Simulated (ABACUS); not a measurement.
Runs of ABACUS 3.10.1 on FeO (Wuestite). It takes space group R-3m (No. 166, trigonal). Conventional cell: a = 3.038 Å, b = 3.038 Å, c = 7.559 Å, α = 90.00°, β = 90.00°, γ = 120.00°. Fe (site symmetry -3m) has 6 O at 2.16 Å as nearest neighbours. O (site symmetry -3m) is surrounded by 6 Fe at 2.16 Å. 

```csv
task,level,potentials or basis,cutoff (eV),radial cutoff of the potentials (pseudo_rcut),SCF threshold on the density,eigensolver,gap on the mesh (eV),pressure (GPa),moment (μB),V0 of scaled cells (Å³/atom),B0 (GPa)
single point,PBE,"PseudoDojo NC SR 0.4.1 PBE standard, TZDP LCAO (the cutoffs set its grid)",1361,10 bohr,1e-07,genelpa,none,-1.6,4.00,-,-
single point,PBE,"PseudoDojo NC SR 0.4.1 PBE standard, DZP LCAO (the cutoffs set its grid)",1361,10 bohr,1e-07,genelpa,none,-1.3,4.00,-,-
equation of state,PBE,"PseudoDojo NC SR 0.4.1 PBE standard, TZDP LCAO (the cutoffs set its grid)",1361,10 bohr,1e-07,genelpa,-,-,-,(a),185
single point,PBEsol,"PseudoDojo NC SR 0.4.1 PBEsol standard, plane waves",1225,7 bohr,1e-08,dav,none,-10.1,4.00,-,-
equation of state,PBE,"PseudoDojo NC SR 0.4.1 PBE standard, plane waves",1225,10 bohr,1e-08,dav,-,-,-,(b),186
equation of state,PBEsol,"PseudoDojo NC SR 0.4.1 PBEsol standard, plane waves",1225,7 bohr,1e-08,dav,-,-,-,9.54,209
equation of state,PBE,"PseudoDojo NC SR 0.4.1 PBE standard, DZP LCAO (the cutoffs set its grid)",1361,10 bohr,1e-07,genelpa,-,-,-,10.00,185
single point,PBE,"PseudoDojo NC SR 0.4.1 PBE standard, plane waves",1225,10 bohr,1e-08,dav,none,-1.9,4.00,-,-
```

Alike in all rows: spin collinear, ferromagnetic start; cell as given; k mesh 11 × 11 × 11; smearing fermi-dirac 0.05 eV.

Question: Estimate the missing entries.

Answer: (a) 9.98; (b) 9.97.

Caveats: the atomic orbitals were generated for these runs and aren't a published set (some runs); the basis of atomic orbitals isn't converged, which shifts pressures, moduli and gaps (some runs); a cell with one magnetic atom can't hold antiferromagnetic order, which such compounds often take (some runs); semilocal functionals often make such compounds metallic where correlation or magnetic order opens a gap, which also shifts bond lengths (some runs); the cell was scaled at fixed shape and fractional positions, which overstates the stiffness of a crystal with free parameters, most of all of layers and chains (some runs).

A k mesh can miss the band edges.

A gap of «none» marks a metal or a gap under the smearing width.

Not every run made on this cell is shown here.
